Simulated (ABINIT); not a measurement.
Crystal: Sb.

```
Sb
1.0
     3.16000    0.00000    0.00000
     0.00000    3.16000    0.00000
     0.00000    0.00000    3.16000
Sb
1
Direct
  0.00000 0.00000 0.00000
```

This isn't the form of Sb at room conditions, which is rhombohedral.

Base run:

```yaml
Program: ABINIT 10.8.3 (patched build)
Functional: LDA
Potentials_or_basis: JTH PAW PBE v2.0
Cutoff: 517 eV
k_mesh: 8 × 8 × 8
Occupations: fermi-dirac, width 0.05 eV
Spin: no spin polarisation
```

Its results: band gap on the k mesh none (metal or under the smearing width); pressure -5.9 GPa.

**Question.** The run is repeated on the same cell with these changes: functional from LDA to PW91. What comes out?

**Answer.** Band gap on the k mesh none (metal or under the smearing width); pressure -2.5 GPa.

PW91 binds less tightly than LDA, so the same cell stands under more pressure.

Caveats: the PAW data sets were made with another functional, which shifts forces and pressure a little.
